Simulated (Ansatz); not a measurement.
## Phase order of Zn

Structure types of Zn are relaxed in primitive cells with their symmetry kept at 0 GPa, first on PAW files, then by LAPW. The enthalpy is E + pV at zero temperature, without zero-point motion. Only the types listed were tried, and differences under about 5 meV/atom are mesh noise.

All numbers are PBE results (scalar-relativistic) from Ansatz 0.2.0, with Fermi–Dirac smearing of 0.05 eV, no spin polarisation. Methods: LAPW: all electrons, basis error target 0.5 meV/atom; PAW: frozen-core files, cutoff 420 eV.

k meshes: fcc 18×18×18, bcc 18×18×18, hcp 17×17×9.

```tsv
start type	ends as	a, b, c (Å)	V (Å³/atom)	H − H(lowest), LAPW (meV/atom)
fcc	fcc, Fm-3m	3.928, 3.928, 3.928	15.15	?
bcc	bcc, Im-3m	3.132, 3.132, 3.132	15.36	?
hcp	hcp, P6_3/mmc	2.688, 2.688, 4.788	14.98	0.0
```

Problem. What belongs in the row "fcc", column "H − H(lowest), LAPW (meV/atom)"?

Solution. 19.7.

Problem. Fill in "H − H(lowest), LAPW (meV/atom)" for the row "bcc".

Solution. 82.4.
